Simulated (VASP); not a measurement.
# AlAs (F-43m) in VASP: a series of runs, part 2 of 4

VASP 6.6.1.

## (3) Relaxation of cell and atoms, LDA

This run uses another cell than the first one, of 22.67 Å³/atom, 0.963 times its volume.

File INCAR:

```
PREC     = Accurate       # precision mode
ENCUT    = 600            # plane-wave cutoff, eV
EDIFF    = 1E-6           # SCF threshold, eV
ISMEAR   = 0              # smearing method
SIGMA    = 0.03           # smearing width, eV
LREAL    = False          # projectors in reciprocal space
LASPH    = True           # aspherical terms in the spheres
NELM     = 80             # most SCF steps
ALGO     = Normal         # electronic algorithm
ISIF     = 3              # what is computed and relaxed
LWAVE    = False          # write WAVECAR
LCHARG   = False          # write CHGCAR
IBRION   = 2              # ionic algorithm
NSW      = 90             # ionic steps
EDIFFG   = -0.01          # ionic threshold
```

File KPOINTS:

```
Automatic mesh
0
Gamma
  8 8 8
```

File POSCAR:

```
AlAs
1.0
    0.0000000000      2.8304000000      2.8304000000
    2.8304000000      0.0000000000      2.8304000000
    2.8304000000      2.8304000000      0.0000000000
Al As
1 1
Direct
    0.0000000000      0.0000000000      0.0000000000
    0.2500000000      0.2500000000      0.2500000000
```

Potentials or basis: VASP PAW LDA potentials, release 64 (Al, As).

Started as:

```
$ cat potpaw_LDA.64/Al/POTCAR potpaw_LDA.64/As/POTCAR > POTCAR
$ mpirun -np 1 vasp_std > vasp.out
```

OUTCAR:

```text
PREC = Accurate
   ENCUT = 600
   EDIFF = 1E-6
   ISMEAR = 0
   LREAL = False
   LASPH = True
   NELM = 80
   ISIF = 3
   IBRION = 2
   NSW = 90
   EDIFFG = -0.01

 ion  position               nearest neighbor table
   1  0.000  0.000  0.000-   2 2.45   2 2.45   2 2.45   2 2.45
   2  0.250  0.250  0.250-   1 2.45   1 2.45   1 2.45   1 2.45

  LATTYP: Found a face centered cubic cell.
 ALAT       =     5.6608000000

  Lattice vectors:

 A1 = (   0.0000000000,   2.8304000000,   2.8304000000)
 A2 = (   2.8304000000,   0.0000000000,   2.8304000000)
 A3 = (   2.8304000000,   2.8304000000,   0.0000000000)

Analysis of symmetry for initial positions (statically):
=====================================================================
 Subroutine PRICEL returns:
 Original cell was already a primitive cell.

 Routine SETGRP: Setting up the symmetry group for a
 face centered cubic supercell.

 Subroutine GETGRP returns: Found 24 space group operations
 (whereof 24 operations were pure point group operations)
 out of a pool of 48 trial point group operations.

The static configuration has the point symmetry T_d .

Analysis of symmetry for dynamics (positions and initial velocities):
=====================================================================
 Subroutine PRICEL returns:
 Original cell was already a primitive cell.

 Routine SETGRP: Setting up the symmetry group for a
 face centered cubic supercell.

 Subroutine GETGRP returns: Found 24 space group operations
 (whereof 24 operations were pure point group operations)
 out of a pool of 48 trial point group operations.

The dynamic configuration has the point symmetry T_d .

 Subroutine INISYM returns: Found 24 space group operations
 (whereof 24 operations are pure point group operations),
 and found     1 'primitive' translations

----------------------------------------------------------------------------------------

                                     Primitive cell

  volume of cell :      45.3496

  direct lattice vectors                    reciprocal lattice vectors
     0.000000000  2.830400000  2.830400000    -0.176653477  0.176653477  0.176653477
     2.830400000  0.000000000  2.830400000     0.176653477 -0.176653477  0.176653477
     2.830400000  2.830400000  0.000000000     0.176653477  0.176653477 -0.176653477

  length of vectors
     4.002790067  4.002790067  4.002790067     0.305972797  0.305972797  0.305972797

  position of ions in fractional coordinates (direct lattice)
     0.000000000  0.000000000  0.000000000
     0.250000000  0.250000000  0.250000000

  ion indices of the primitive-cell ions
   primitive index   ion index
                 1           1
                 2           2

----------------------------------------------------------------------------------------

 KPOINTS: Automatic mesh

Automatic generation of k-mesh.
 Grid dimensions read from file:
 generate k-points for:    8    8    8

 Generating k-lattice:

  Cartesian coordinates                     Fractional coordinates (reciprocal lattice)
[... 42 lines left out ...]
   k-points           NKPTS =     29   k-points in BZ     NKDIM =     29   number of bands    NBANDS=      8
   number of dos      NEDOS =    301   number of ions     NIONS =      2
   total plane-waves  NPLWV =  32768
   dimension x,y,z NGX =    32 NGY =   32 NGZ =   32
   dimension x,y,z NGXF=    64 NGYF=   64 NGZF=   64
   ions per type =               1   1
   NGX,Y,Z   is equivalent  to a cutoff of  13.29, 13.29, 13.29 a.u.
   NGXF,Y,Z  is equivalent  to a cutoff of  26.58, 26.58, 26.58 a.u.
 SYSTEM =  unknown system
   PREC   = accura    normal or accurate (medium, high low for compatibility)
   ISTART =      0    job   : 0-new  1-cont  2-samecut
   ICHARG =      2    charge: 1-file 2-atom 10-const
   ISPIN  =      1    spin polarized calculation?
   LNONCOLLINEAR =      F non collinear calculations
   LSORBIT =      F    spin-orbit coupling
   LASPH  =      T    aspherical Exc in radial PAW
   ENCUT  =  600.0 eV  44.10 Ry    6.64 a.u.   7.99  7.99  7.99*2*pi/ulx,y,z
   NELM   =     80;   NELMIN=  2; NELMDL= -5     # of ELM steps
   EDIFF  = 0.1E-05   stopping-criterion for ELM
   LREAL  =      F    real-space projection
   EDIFFG = -.1E-01   stopping-criterion for IOM
   NSW    =     90    number of steps for IOM
   IBRION =      2    ionic relax: 0-MD 1-quasi-New 2-CG
   NFREE  =      1    steps in history (QN), initial steepest desc. (CG)
   ISIF   =      3    stress and relaxation
   ISYM   =      2    0-nonsym 1-usesym 2-fastsym
   POTIM  = 0.5000    time-step for ionic-motion
   TEBEG  =    0.0;   TEEND  =   0.0 temperature during run
   PSTRESS=    0.0 pullay stress
   NELECT =       8.0000    total number of electrons
   NUPDOWN=      -1.0000    fix difference up-down
   EMIN   =  10.00;   EMAX   =-10.00  energy-range for DOS
   EFERMI =   0.00;   METHOD = LEGACY
   ISMEAR =     0;   SIGMA  =   0.03  broadening in eV -4-tet -1-fermi 0-gaus
   EFERMI_NEDOS =   21; number of points for ismear=-14 and -15
   IALGO  =     38    algorithm
   IMIX   =      4    mixing-type and parameters
     AMIX     =   0.40;   BMIX     =  1.00
     AMIX_MAG =   1.60;   BMIX_MAG =  1.00
  volume/ion in A,a.u.               =      22.67       153.02
  Fermi-wavevector in a.u.,A,eV,Ry     =   0.918150  1.735052 11.469706  0.843000
  Thomas-Fermi vector in A             =   2.043199
   LORBIT       =      0    0 simple, 1 ext, 2 COOP (PROOUT), +10 PAW based schemes
   GGA     = CA    functional components
   LHFCALC =     F    Hartree Fock is set to
   AEXX    =    0.0000 exact exchange contribution
   IVDW    =     0    specifies the selected vdW correction
   LEPSILON=     F    determine dielectric tensor
   LRPA    =     F    only Hartree local field effects (RPA)
 conjugate gradient relaxation of ions
 non-spin polarized calculation
 Gauss-broadening in eV      SIGMA  =   0.03
  energy-cutoff  :      600.00
  volume of cell :       45.35
 maximum number of plane-waves:      1540
   NGX = 15   NGY = 15   NGZ = 15

--------------------------------------- Ionic step        1  -------------------------------------------

 number of electron       8.0000001 magnetization

 Free energy of the ion-electron system (eV)
  ---------------------------------------------------
  ext. energy  EPLUGINS =         0.00000000
  ---------------------------------------------------
  free energy    TOTEN  =       -10.51268140 eV

  energy without entropy =      -10.51268140  energy(sigma->0) =      -10.51268140

------------------------ aborting loop because EDIFF is reached ----------------------------------------

  FORCE on cell =-STRESS in cart. coord.  units (eV):
  Direction    XX          YY          ZZ          XY          YZ          ZX
  --------------------------------------------------------------------------------------
  -------------------------------------------------------------------------------------
  Total       -0.2563406     -0.2563406     -0.2563406      0.0000000      0.0000000      0.0000000
  in kB       -9.0563795     -9.0563795     -9.0563795      0.0000000      0.0000000      0.0000000
  external PRESSURE =      -9.0563795 kB  Pullay stress =       0.0000000 kB
[... 59 lines left out ...]
--------------------------------------- Ionic step        3  -------------------------------------------

 number of electron       8.0000000 magnetization

 Free energy of the ion-electron system (eV)
  ---------------------------------------------------
  ext. energy  EPLUGINS =         0.00000000
  ---------------------------------------------------
  free energy    TOTEN  =       -10.51425166 eV

  energy without entropy =      -10.51425166  energy(sigma->0) =      -10.51425166

 E-fermi :   4.0391     XC(G=0):  -9.3252

 val. band max:        3.8879047167   @ k =   0.0000   0.0000   0.0000
 cond. band min:       5.2056995155   @ k =   0.5000   0.5000   0.0000
 fundamental gap:      1.3177947988
 Fermi energy:         4.0390799398

 k-point     1 :       0.0000    0.0000    0.0000
  band No.  band energies     occupation
      1      -8.0750      2.00000
      2       3.8879      2.00000
      3       3.8879      2.00000
      4       3.8879      2.00000
      5       5.8679      0.00000
      6       8.1543      0.00000
      7       8.1543      0.00000
      8       8.1543      0.00000
[... 243 lines left out ...]
 k-point    24 :      -0.3750    0.2500    0.1250
  band No.  band energies     occupation
      1      -6.3653      2.00000
      2      -1.4396      2.00000
      3       1.1448      2.00000
      4       2.3187      2.00000
      5       7.5039      0.00000
      6       8.0613      0.00000
      7      10.5528      0.00000
      8      11.4956      0.00000

 [... further k-points ...]
[... 5 lines left out ...]
  --------------------------------------------------------------------------------------
  -------------------------------------------------------------------------------------
  Total       -0.0006720     -0.0006720     -0.0006720      0.0000000      0.0000000     -0.0000000
  in kB       -0.0240341     -0.0240341     -0.0240341      0.0000000      0.0000000     -0.0000000
  external PRESSURE =      -0.0240341 kB  Pullay stress =       0.0000000 kB
[... 17 lines left out ...]
  FREE ENERGIE OF THE ION-ELECTRON SYSTEM (eV)
  ---------------------------------------------------
  free  energy   TOTEN  =       -10.5142516574 eV

  energy  without entropy=      -10.5142516574  energy(sigma->0) =      -10.51425166

 reached required accuracy - stopping structural energy minimisation
```

Run time: 16 s. Hardware: 1 thread of Intel Xeon Platinum 8259CL at 2.50GHz (Skylake/Cascade Lake), shared host; peak memory 0.17 GiB.

What came out:

```
Free energy                            : -10.5143 eV
Relaxed volume                         : 22.40 Å³/atom
Relaxed cell                           : a = 3.987 Å, b = 3.987 Å, c = 3.987 Å, α = 60.00°, β = 60.00°, γ = 60.00°
Space group after relaxing (to 0.05 Å) : F-43m (No. 216)
Energy gained by relaxing              : 0.8 meV/atom
Ionic steps                            : 3
Pressure after relaxing                : 0.0 GPa
Band gap on the k mesh                 : 1.32 eV, indirect (least direct gap 1.98 eV)
```

The path:
| step | energy change (eV) | largest force (eV/Å) | pressure (GPa) | volume (Å³) |
| --- | --- | --- | --- | --- |
| 1 | 0.0000 | 0.0000 | -0.91 | 45.35 |
| 2 | -0.0011 | 0.0000 | 0.49 | 44.51 |
| 3 | -0.0016 | 0.0000 | 0.00 | 44.80 |

Final structure:
```xyz
2
Lattice="0.0000 2.8189 2.8189 2.8189 0.0000 2.8189 2.8189 2.8189 0.0000" Properties=species:S:1:pos:R:3 pbc="T T T"
Al    0.0000    0.0000    0.0000
As    1.4094    1.4094    1.4094
```

Levels at points of the mesh, in eV from the valence-band top:
```csv
k point,band 2,band 3,band 4,band 5,band 6,band 7
"(0.00, 0.00, 0.00)",0.00,0.00,0.00,1.98,4.27,4.27
"(0.50, 0.00, 0.00)",-5.65,-0.83,-0.83,2.07,4.64,4.64
"(0.50, 0.50, 0.00)",-5.49,-2.20,-2.20,1.32,2.20,10.30
```

(Part 2 of 4 ends here.)
